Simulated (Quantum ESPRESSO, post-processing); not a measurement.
# Thickness dependence of 2H-MoS2, part 8 of 8

What does each added layer of 2H-MoS2 bring in screening, and what does it do to the gap?

Quantum ESPRESSO 7.5; plane-wave DFT, PBE, GBRV ultrasoft pseudopotentials.

So far. Step 13 (Variable-cell relaxation, 2 layers):  The last row is no step: it is a fresh SCF in the final cell with a new plane-wave basis, +1 meV from the row before. Step 17 (Potential by pp.x, 2 layers): The slope in the vacuum is 0.100 eV/Å for an applied 0.10 V/Å, as it should be.

## Step 18: Band structure, 2 layers: no field

Contents of n2.f0.bands.in:

```
&control
  prefix = 'n2.f0.bands'
  outdir = './out'
  pseudo_dir = './pseudo'
  calculation = 'bands'
  tefield = .true.
  dipfield = .true.
/
&system
  ibrav = 0
  nat = 6
  ntyp = 2
  ecutwfc = 40
  ecutrho = 200
  occupations = 'smearing'
  smearing = 'fd'
  degauss = 0.004
  edir = 3
  emaxpos = 0.97
  eopreg = 0.04
  eamp = 0.0
  nbnd = 30
/
&electrons
  conv_thr = 1e-07
  mixing_beta = 0.4
  electron_maxstep = 120
  mixing_mode = 'local-TF'
/
ATOMIC_SPECIES
  S   32.0600  s_pbe_v1.4.uspp.F.UPF
  Mo  95.9500  mo_pbe_v1.uspp.F.UPF
CELL_PARAMETERS angstrom
  3.15322104800000 0.00000000000000 0.00000000000000
  -1.57661052400000 2.73076953100000 0.00000000000000
  0.00000000000000 0.00000000000000 26.82519547600000
ATOMIC_POSITIONS crystal
  S   0.333333333300 0.666666666700 0.327717481600
  Mo  0.000000000000 0.000000000000 0.386107296300
  S   0.333333333300 0.666666666700 0.444457191600
  S   0.000000000000 0.000000000000 0.555542808400
  Mo  0.333333333300 0.666666666700 0.613892703700
  S   0.000000000000 0.000000000000 0.672282518400
K_POINTS crystal_b
4
  0.0000000000 0.0000000000 0.0000000000 12
  0.5000000000 0.0000000000 0.0000000000 12
  0.3333333333 0.3333333333 0.0000000000 12
  0.0000000000 0.0000000000 0.0000000000 1
```

Started as:

```sh
$ cp -r out/n2.f0.save out/n2.f0.bands.save
$ cp out/n2.f0.xml out/n2.f0.bands.xml
$ OMP_NUM_THREADS=1 mpirun -n 4 pw.x -nk 4 -in n2.f0.bands.in > n2.f0.bands.out
```

The program printed:

```text
[banner, memory and clock lines left out]
Program PWSCF v.7.5 starts

          URL

     Presently no symmetry can be used with electric field

     Atomic positions and unit cell read from directory:
     ./out/n2.f0.bands.save/

     G-vector sticks info

     bravais-lattice index     =            0
     lattice parameter (alat)  =       5.9587  a.u.
     unit-cell volume          =    1558.7590 (a.u.)^3
     number of atoms/cell      =            6
     number of atomic types    =            2
     number of electrons       =        52.00
     number of Kohn-Sham states=           30
     kinetic-energy cutoff     =      40.0000  Ry
     charge density cutoff     =     200.0000  Ry
     Exchange-correlation= SLA  PW   PBE  PBE
                           (   1   4   3   4   0   0   0)

     celldm(1)=   5.958724  celldm(2)=   0.000000  celldm(3)=   0.000000
     celldm(4)=   0.000000  celldm(5)=   0.000000  celldm(6)=   0.000000

     crystal axes: (cart. coord. in units of alat)
               a(1) = (   1.000000   0.000000   0.000000 )
               a(2) = (  -0.500000   0.866025   0.000000 )
               a(3) = (   0.000000   0.000000   8.507236 )

     reciprocal axes: (cart. coord. in units 2 pi/alat)
               b(1) = (  1.000000  0.577350 -0.000000 )
               b(2) = (  0.000000  1.154701  0.000000 )
               b(3) = (  0.000000 -0.000000  0.117547 )

     PseudoPot. # 1 for S  read from file:
     ./pseudo/s_pbe_v1.4.uspp.F.UPF
     Pseudo is Ultrasoft + core correction, Zval =  6.0
     Generated by new atomic code, or converted to UPF format
     Using radial grid of  907 points,  6 beta functions with:
                l(1) =   0
                l(2) =   0
                l(3) =   1
                l(4) =   1
                l(5) =   2
                l(6) =   2
     Q(r) pseudized with  8 coefficients,  rinner =    1.300   1.300   1.300
                                                       1.300   1.300

     PseudoPot. # 2 for Mo read from file:
     ./pseudo/mo_pbe_v1.uspp.F.UPF
     Pseudo is Ultrasoft + core correction, Zval = 14.0
     Generated by new atomic code, or converted to UPF format
     Using radial grid of  889 points,  6 beta functions with:
                l(1) =   0
                l(2) =   0
                l(3) =   1
                l(4) =   1
                l(5) =   2
                l(6) =   2
     Q(r) pseudized with  6 coefficients,  rinner =    1.000   1.000   1.000
                                                       1.000   1.000

     atomic species   valence    mass     pseudopotential
     S                 6.00    32.06000     S ( 1.00)
     Mo               14.00    95.95000     Mo( 1.00)

     No symmetry found

   Cartesian axes

     site n.     atom                  positions (alat units)
         1        S      tau(   1) = (  -0.0000000   0.5773503   2.7879699  )
         2        Mo     tau(   2) = (   0.0000000   0.0000000   3.2847059  )
         3        S      tau(   3) = (  -0.0000000   0.5773503   3.7811022  )
         4        S      tau(   4) = (   0.0000000   0.0000000   4.7261338  )
         5        Mo     tau(   5) = (  -0.0000000   0.5773503   5.2225301  )
         6        S      tau(   6) = (   0.0000000   0.0000000   5.7192660  )

     number of k points=    37  Fermi-Dirac smearing, width (Ry)=  0.0040
                       cart. coord. in units 2pi/alat
        k(    1) = (   0.0000000   0.0000000   0.0000000), wk =   0.0540541
        k(    2) = (   0.0416667   0.0240563   0.0000000), wk =   0.0540541
        k(    3) = (   0.0833333   0.0481125   0.0000000), wk =   0.0540541
        k(    4) = (   0.1250000   0.0721688   0.0000000), wk =   0.0540541
        k(    5) = (   0.1666667   0.0962250   0.0000000), wk =   0.0540541
        k(    6) = (   0.2083333   0.1202813   0.0000000), wk =   0.0540541
        k(    7) = (   0.2500000   0.1443376   0.0000000), wk =   0.0540541
        k(    8) = (   0.2916667   0.1683938   0.0000000), wk =   0.0540541
        k(    9) = (   0.3333333   0.1924501   0.0000000), wk =   0.0540541
        k(   10) = (   0.3750000   0.2165064   0.0000000), wk =   0.0540541
        k(   11) = (   0.4166667   0.2405626   0.0000000), wk =   0.0540541
        k(   12) = (   0.4583333   0.2646189   0.0000000), wk =   0.0540541
        k(   13) = (   0.5000000   0.2886751   0.0000000), wk =   0.0540541
        k(   14) = (   0.4861111   0.3127314   0.0000000), wk =   0.0540541
        k(   15) = (   0.4722222   0.3367877   0.0000000), wk =   0.0540541
        k(   16) = (   0.4583333   0.3608439   0.0000000), wk =   0.0540541
        k(   17) = (   0.4444444   0.3849002   0.0000000), wk =   0.0540541
        k(   18) = (   0.4305556   0.4089564   0.0000000), wk =   0.0540541
        k(   19) = (   0.4166667   0.4330127   0.0000000), wk =   0.0540541
        k(   20) = (   0.4027778   0.4570690   0.0000000), wk =   0.0540541
        k(   21) = (   0.3888889   0.4811252   0.0000000), wk =   0.0540541
        k(   22) = (   0.3750000   0.5051815   0.0000000), wk =   0.0540541
        k(   23) = (   0.3611111   0.5292377   0.0000000), wk =   0.0540541
        k(   24) = (   0.3472222   0.5532940   0.0000000), wk =   0.0540541
        k(   25) = (   0.3333333   0.5773503   0.0000000), wk =   0.0540541
        k(   26) = (   0.3055556   0.5292377   0.0000000), wk =   0.0540541
        k(   27) = (   0.2777778   0.4811252   0.0000000), wk =   0.0540541
        k(   28) = (   0.2500000   0.4330127   0.0000000), wk =   0.0540541
        k(   29) = (   0.2222222   0.3849002   0.0000000), wk =   0.0540541
        k(   30) = (   0.1944444   0.3367877   0.0000000), wk =   0.0540541
        k(   31) = (   0.1666667   0.2886751   0.0000000), wk =   0.0540541
        k(   32) = (   0.1388889   0.2405626   0.0000000), wk =   0.0540541
        k(   33) = (   0.1111111   0.1924501   0.0000000), wk =   0.0540541
        k(   34) = (   0.0833333   0.1443376   0.0000000), wk =   0.0540541
        k(   35) = (   0.0555556   0.0962250   0.0000000), wk =   0.0540541
        k(   36) = (   0.0277778   0.0481125   0.0000000), wk =   0.0540541
        k(   37) = (   0.0000000   0.0000000   0.0000000), wk =   0.0540541

     Dense  grid:    74779 G-vectors     FFT dimensions: (  27,  27, 240)

     Smooth grid:    53011 G-vectors     FFT dimensions: (  24,  24, 216)

     The potential is recalculated from file :
     ./out/n2.f0.bands.save/charge-density

     negative rho (up, down):  3.419E-03 0.000E+00

     Adding external electric field

     Computed dipole along edir(3) :
        Dipole                0.0000 Ry au,          0.0000 Debye
        Dipole field          0.0000 Ry au,

[...]
0.9664   1.0360   3.9492   3.9645   4.3904   4.5387

          k = 0.4722 0.3368 0.0000 (  6674 PWs)   bands (ev):

   -59.2086 -59.2085 -33.5678 -33.5677 -33.3197 -33.3197 -33.2666 -33.2665
   -10.6540 -10.5821 -10.4878 -10.4474  -4.3119  -4.1388  -3.4181  -3.2922
    -2.6584  -2.3265  -1.5787  -1.5744  -0.4214  -0.2507   0.3343   0.4451
     1.0449   1.1222   3.9573   3.9678   4.3989   4.5560

          k = 0.4583 0.3608 0.0000 (  6688 PWs)   bands (ev):

   -59.2082 -59.2081 -33.5631 -33.5630 -33.3190 -33.3189 -33.2761 -33.2760
   -10.6339 -10.5636 -10.4747 -10.4360  -4.2543  -4.0833  -3.4388  -3.3435
    -2.6459  -2.3159  -1.6144  -1.5593  -0.4255  -0.2287   0.0830   0.2030
     1.1089   1.1931   3.9415   3.9828   4.4233   4.5862

          k = 0.4444 0.3849 0.0000 (  6696 PWs)   bands (ev):

   -59.2077 -59.2076 -33.5565 -33.5565 -33.3180 -33.3180 -33.2890 -33.2889
   -10.6070 -10.5390 -10.4573 -10.4210  -4.1749  -4.0072  -3.4708  -3.4116
    -2.6280  -2.3010  -1.6469  -1.5368  -0.4401  -0.2172  -0.1968  -0.0650
     1.1587   1.2495   3.9126   3.9757   4.4749   4.6305

          k = 0.4306 0.4090 0.0000 (  6696 PWs)   bands (ev):

   -59.2071 -59.2070 -33.5483 -33.5482 -33.3169 -33.3168 -33.3047 -33.3046
   -10.5745 -10.5095 -10.4364 -10.4032  -4.0751  -3.9120  -3.5149  -3.4920
    -2.6042  -2.2831  -1.6674  -1.5075  -0.5479  -0.4118  -0.3829  -0.1889
     1.2018   1.2979   3.8672   3.9366   4.5558   4.6890

          k = 0.4167 0.4330 0.0000 (  6696 PWs)   bands (ev):

   -59.2065 -59.2064 -33.5385 -33.5384 -33.3227 -33.3227 -33.3156 -33.3155
   -10.5380 -10.4769 -10.4131 -10.3838  -3.9572  -3.8000  -3.5782  -3.5700
    -2.5742  -2.2643  -1.6710  -1.4755  -0.8409  -0.6861  -0.4568  -0.2028
     1.2460   1.3451   3.8044   3.8678   4.6490   4.7598

          k = 0.4028 0.4571 0.0000 (  6722 PWs)   bands (ev):

   -59.2058 -59.2057 -33.5273 -33.5272 -33.3424 -33.3423 -33.3142 -33.3142
   -10.4992 -10.4431 -10.3886 -10.3641  -3.8287  -3.6751  -3.6585  -3.6313
    -2.5386  -2.2488  -1.6579  -1.4588  -1.1299  -0.9921  -0.4933  -0.2310
     1.2965   1.3962   3.7259   3.7775   4.6651   4.8386

          k = 0.3889 0.4811 0.0000 (  6720 PWs)   bands (ev):

   -59.2051 -59.2051 -33.5149 -33.5148 -33.3629 -33.3629 -33.3129 -33.3129
   -10.4603 -10.4104 -10.3645 -10.3455  -3.7800  -3.6980  -3.6390  -3.5364
    -2.4998  -2.2444  -1.6373  -1.5595  -1.2869  -1.2782  -0.5333  -0.2771
     1.3554   1.4536   3.6367   3.6748   4.5610   4.9167

          k = 0.3750 0.5052 0.0000 (  6706 PWs)   bands (ev):

   -59.2045 -59.2045 -33.5016 -33.5016 -33.3834 -33.3834 -33.3118 -33.3117
   -10.4236 -10.3815 -10.3424 -10.3294  -3.8404  -3.7578  -3.4880  -3.3952
    -2.4626  -2.2704  -1.7790  -1.6771  -1.4642  -1.2899  -0.5710  -0.3389
     1.4201   1.5158   3.5446   3.5704   4.4638   4.9557

          k = 0.3611 0.5292 0.0000 (  6720 PWs)   bands (ev):

   -59.2041 -59.2040 -33.4883 -33.4882 -33.4026 -33.4026 -33.3109 -33.3108
   -10.3915 -10.3599 -10.3242 -10.3168  -3.8954  -3.8069  -3.3219  -3.2589
    -2.4377  -2.3652  -1.9380  -1.8519  -1.4566  -1.2798  -0.5945  -0.4114
     1.4830   1.5761   3.4613   3.4770   4.3954   4.9276

          k = 0.3472 0.5533 0.0000 (  6730 PWs)   bands (ev):

   -59.2037 -59.2037 -33.4765 -33.4765 -33.4182 -33.4182 -33.3102 -33.3102
   -10.3665 -10.3488 -10.3116 -10.3086  -3.9316  -3.8397  -3.1693  -3.1470
    -2.5162  -2.4412  -2.0019  -1.9870  -1.3981  -1.2928  -0.5902  -0.4865
     1.5313   1.6229   3.4017   3.4095   4.3569   4.9041

          k = 0.3333 0.5774 0.0000 (  6732 PWs)   bands (ev):

   -59.2036 -59.2036 -33.4712 -33.4711 -33.4250 -33.4249 -33.3100 -33.3099
   -10.3512 -10.3511 -10.3064 -10.3063  -3.9443  -3.8515  -3.0969  -3.0968
    -2.6008  -2.4576  -2.0212  -2.0212  -1.3362  -1.3362  -0.5518  -0.5517
     1.5502   1.6415   3.3818   3.3819   4.3451   4.8970

          k = 0.3056 0.5292 0.0000 (  6730 PWs)   bands (ev):

   -59.2042 -59.2041 -33.4848 -33.4847 -33.4050 -33.4049 -33.3110 -33.3110
   -10.4010 -10.3640 -10.3278 -10.3175  -3.8895  -3.7991  -3.3118  -3.2357
    -2.3460  -2.3390  -2.0332  -1.8972  -1.4808  -1.2748  -0.5822  -0.3937
     1.4691   1.5583   3.4608   3.4918   4.3787   4.9097

          k = 0.2778 0.4811 0.0000 (  6704 PWs)   bands (ev):

   -59.2059 -59.2058 -33.4978 -33.4977 -33.3715 -33.3714 -33.3144 -33.3144
   -10.5192 -10.4545 -10.3895 -10.3539  -3.7272  -3.6354  -3.5416  -3.4339
    -2.1788  -2.0928  -1.9013  -1.6509  -1.6131  -1.3237  -0.4278  -0.1823
     1.2737   1.3511   3.6199   3.7383   4.4310   4.8002

          k = 0.2500 0.4330 0.0000 (  6714 PWs)   bands (ev):

   -59.2089 -59.2089 -33.4968 -33.4967 -33.3365 -33.3365 -33.3204 -33.3204
   -10.7098 -10.6216 -10.4861 -10.4196  -3.6854  -3.5339  -3.4209  -3.3571
    -2.1586  -2.0828  -1.7827  -1.4951  -1.3968  -1.2384  -0.1731   0.0378
     1.0656   1.1198   3.6625   3.9670   4.4046   4.5553

          k = 0.2222 0.3849 0.0000 (  6680 PWs)   bands (ev):

   -59.2132 -59.2132 -33.4798 -33.4797 -33.3289 -33.3289 -33.3027 -33.3027
   -10.9623 -10.8536 -10.6083 -10.5104  -3.6879  -3.5101  -3.0510  -2.9840
    -2.2411  -2.0690  -1.8516  -1.5214  -0.9691  -0.9135   0.1063   0.2381
     0.9090   0.9350   3.5173   3.9846   4.3023   4.3369

          k = 0.1944 0.3368 0.0000 (  6656 PWs)   bands (ev):

   -59.2186 -59.2186 -33.4475 -33.4474 -33.3396 -33.3395 -33.2714 -33.2714
   -11.2551 -11.1299 -10.7454 -10.6174  -3.6309  -3.3934  -2.6326  -2.5427
    -2.2882  -2.1124  -1.8772  -1.5164  -0.5893  -0.5840   0.3709   0.3982
     0.8172   0.8186   3.3578   3.8059   4.1834   4.2861

          k = 0.1667 0.2887 0.0000 (  6642 PWs)   bands (ev):

   -59.2248 -59.2247 -33.4027 -33.4027 -33.3517 -33.3516 -33.2435 -33.2434
   -11.5628 -11.4255 -10.8871 -10.7313  -3.6013  -3.2527  -2.3743  -2.2343
    -2.1405  -1.9983  -1.7416  -1.4260  -0.3486  -0.3459   0.5040   0.5969
     0.7970   0.8085   3.3272   3.7332   4.0780   4.2218

          k = 0.1389 0.2406 0.0000 (  6634 PWs)   bands (ev):

   -59.2313 -59.2312 -33.3644 -33.3643 -33.3500 -33.3499 -33.2194 -33.2194
   -11.8620 -11.7164 -11.0237 -10.8433  -3.6847  -3.2136  -2.2066  -2.1592
    -1.9099  -1.5775  -1.3454  -1.1886  -0.3333  -0.3188   0.5444   0.7569
     0.9315   0.9638   3.4427   3.8094   4.0509   4.1386

          k = 0.1111 0.1925 0.0000 (  6632 PWs)   bands (ev):

   -59.2375 -59.2375 -33.3767 -33.3766 -33.2949 -33.2948 -33.1997 -33.1996
   -12.1328 -11.9820 -11.1470 -10.9456  -3.8657  -3.3327  -1.9285  -1.9252
    -1.6829  -1.2280  -0.8683  -0.7972  -0.4806  -0.4668   0.5222   0.8324
     1.1170   1.2858   3.6636   3.9555   4.0956   4.1391

          k = 0.0833 0.1443 0.0000 (  6600 PWs)   bands (ev):

   -59.2431 -59.2430 -33.3876 -33.3875 -33.2434 -33.2433 -33.1843 -33.1842
   -12.3595 -12.2056 -11.2501 -11.0320  -4.0719  -3.5186  -1.6033  -1.5961
    -1.4199  -0.8885  -0.6749  -0.6618  -0.4368  -0.3958   0.4496   0.8241
     1.2574   1.6192   3.9626   4.1114   4.1391   4.3026

          k = 0.0556 0.0962 0.0000 (  6582 PWs)   bands (ev):

   -59.2474 -59.2474 -33.3961 -33.3960 -33.2015 -33.2014 -33.1733 -33.1733
   -12.5300 -12.3745 -11.3276 -11.0973  -4.2492  -3.6900  -1.2915  -1.2829
    -1.1416  -0.8383  -0.8292  -0.5232  -0.1183  -0.0870   0.3396   0.7217
     1.3261   1.8770   4.2504   4.2742   4.3068   4.4110

          k = 0.0278 0.0481 0.0000 (  6580 PWs)   bands (ev):

   -59.2502 -59.2501 -33.4016 -33.4015 -33.1741 -33.1741 -33.1668 -33.1667
   -12.6357 -12.4796 -11.3756 -11.1380  -4.3664  -3.8057  -1.0658  -1.0579
    -0.9460  -0.9381  -0.9007  -0.1500   0.0711   0.0980   0.2192   0.5220
     1.3473   2.0249   4.3815   4.3840   4.4804   4.5088

          k = 0.0000 0.0000 0.0000 (  6541 PWs)   bands (ev):

   -59.2512 -59.2511 -33.4034 -33.4033 -33.1646 -33.1646 -33.1645 -33.1645
   -12.6716 -12.5152 -11.3919 -11.1518  -4.4071  -3.8462  -0.9831  -0.9831
    -0.9756  -0.9756  -0.7957   0.1326   0.1326   0.1585   0.1585   0.3002
     1.3504   2.0704   4.4235   4.4235   4.4438   4.4438

     XML data file, pseudopotentials, collected wavefunctions

                                        0.00s GPU  (     683 calls)
```

Wall time 72 s (4 MPI ranks of Intel Xeon Platinum 8259CL at 2.50GHz (Skylake/Cascade Lake), shared host); peak memory 0.41 GiB; 4.8 min of CPU time.

This step gave:

```
dipole along the normal              : 0 e·Å
valence top, on the run's zero       : 2.070 eV
conduction bottom, on the run's zero : 3.327 eV
gap by band count                    : 1.257 eV
```

Band numbers count within the set of bands kept for display. The electronic bands at the labelled points (eV, zero at the highest filled level of the SCF mesh; v1 is the highest filled band, c1 the lowest empty one):

```
  point     v4     v3     v2     v1    c1    c2    c3    c4
      Γ  -1.91  -1.77  -0.72   0.00  2.35  2.35  2.37  2.37
halfway  -2.00  -1.64  -1.25  -1.18  1.56  1.88  1.95  2.00
      M  -1.44  -1.33  -1.16  -1.09  1.87  1.90  2.32  2.46
halfway  -2.53  -2.27  -0.82  -0.73  1.73  1.80  2.58  2.69
      K  -2.62  -2.62  -0.52  -0.43  1.31  1.31  2.27  2.83
halfway  -1.57  -1.47  -1.27  -1.26  1.26  1.66  2.01  2.15
      Γ  -1.91  -1.77  -0.72   0.00  2.35  2.35  2.37  2.37
```

Along this path the valence top lies at Γ and the conduction bottom between K and Γ.

## Step 19: Polarisability from the dipole between 0 and 0.1 V/A, 2 layers

Numbers from this step:

- change of slope in the vacuum: 0.10000 eV/Å
- polarisability a cell: 7.069 Å³
- sheet polarisability 4πα/A: 10.32 Å

Table of change of the potential energy, second field less first by z:

```
z (Å)  change of the potential energy, second field less first (eV)
    0                                                        -0.412
    1                                                        -0.724
    2                                                        -0.624
    3                                                        -0.524
    4                                                        -0.424
    5                                                        -0.324
    6                                                        -0.225
    7                                                        -0.131
    8                                                       -0.0672
    9                                                       -0.0505
   10                                                       -0.0475
   11                                                       -0.0426
   12                                                       -0.0388
   13                                                       -0.0176
   14                                                        0.0236
   15                                                        0.0401
   16                                                        0.0433
   17                                                        0.0488
   18                                                        0.0526
   19                                                        0.0754
   20                                                         0.149
   21                                                         0.245
   22                                                         0.344
   23                                                         0.444
   24                                                         0.544
   25                                                         0.644
   26                                                         0.723
```

## Step 20: The series side by side

All levels:

```
   level  sheet polarisability (Å)  gap without a field (eV)  vacuum over the valence top of the mesh (eV)  CPU time (s)
 1 layer                     5.107                     1.774                                         5.924         464.5
2 layers                     10.32                     1.257                                         5.461          1703
```

## Step 21: The arithmetic

From 1 to 2 layers, over the growth of the distance between the outermost mean planes: (10.317 − 5.107) Å / 6.111 Å = 0.853 = 1 − 1/ε, so ε = 6.8.

## Step 22: Summary of results

```json
{"4πα/A of 1 layer": "5.11 Å", "gap along the path, 1 layer": "1.77 eV", "Kohn-Sham ionisation potential, 1 layer": "5.92 eV", "4πα/A of 2 layers": "10.32 Å", "gap along the path, 2 layers": "1.26 eV", "Kohn-Sham ionisation potential, 2 layers": "5.46 eV"}
```

In words: The sheet polarisability 4πα/A grows as 5.11 and 10.32 Å for 1 and 2 layers (PBE, GBRV ultrasoft). The last layer adds 6.11 Å between the outermost mean planes and 5.21 Å of 4πα/A; 1 − 1/ε = 0.853 gives ε = 6.8 along the normal for the stacked crystal at this spacing. The gap runs 1.77 and 1.26 eV. Relaxed under PBE-D3(BJ), the lattice constant goes from 3.154 to 3.153 Å. For one layer the induced dipoles at +0.1 and −0.1 V/Å differ in size by 0.0 %, which is SCF noise. With spin-orbit coupling (other, fully relativistic files) the single layer's gap along the path is 1.70 eV against 1.77 eV. The nearest atoms of neighbouring layers lie 3.49 Å apart. With 1 − 1/ε so near one, ε is touchy: 0.1 Å more spacing would give ε = 6.2. On the path the edges lie as follows: K to K for 1 and Γ to between K and Γ for 2 (valence top to conduction bottom, by number of layers). One stacking was chosen. The ions are clamped in the field. Semilocal gaps are too small and shrink less with thickness than quasiparticle gaps, which also feel the screening by neighbours.

[Logs are printed without paths, hosts, clocks, repeated set-up lines and the standing remarks that a program may print on its own settings, such as how far it seeks lower states.]

[Hosts, paths, dates, database ids (printed as entryN), source tags and the programs' standing remarks are cut or masked in the printed files.]

[Maps of the electrostatic potential energy from Ansatz leave out the sawtooth potential of an applied field or a dipole correction, so their vacuum need not be flat; planar profiles and work functions include it.]
